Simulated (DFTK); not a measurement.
Crystal: Rh.

```
Rh
1.0
    -0.03933    1.88309    1.96246
     1.90193    0.03281    1.89032
     1.92465    1.83367    0.01009
Rh
1
Cartesian
  -0.0047 -0.0016 0.0159
```

The cell isn't the ideal one: cell strained at random at fixed volume.

Base run:

* Program: DFTK 0.8.2
* Functional: PBEsol
* Potentials or basis: dojo.nc.sr.pbesol.v0_4_1.standard.upf (PBEsol)
* Cutoff: 1197 eV
* k mesh: 12 × 12 × 12
* Occupations: fermi-dirac, width 0.05 eV
* Spin: no spin polarisation

Its results: band gap on the k mesh none (metal or under the smearing width); pressure -2.1 GPa.

Problem. The run is repeated on the same cell with these changes: functional from PBEsol to PBE; potentials or basis from dojo.nc.sr.pbesol.v0_4_1.standard.upf (PBEsol) to dojo.nc.sr.pbe.v0_4_1.standard.upf (PBE). What comes out?

Solution. Band gap on the k mesh none (metal or under the smearing width); pressure 8.8 GPa.
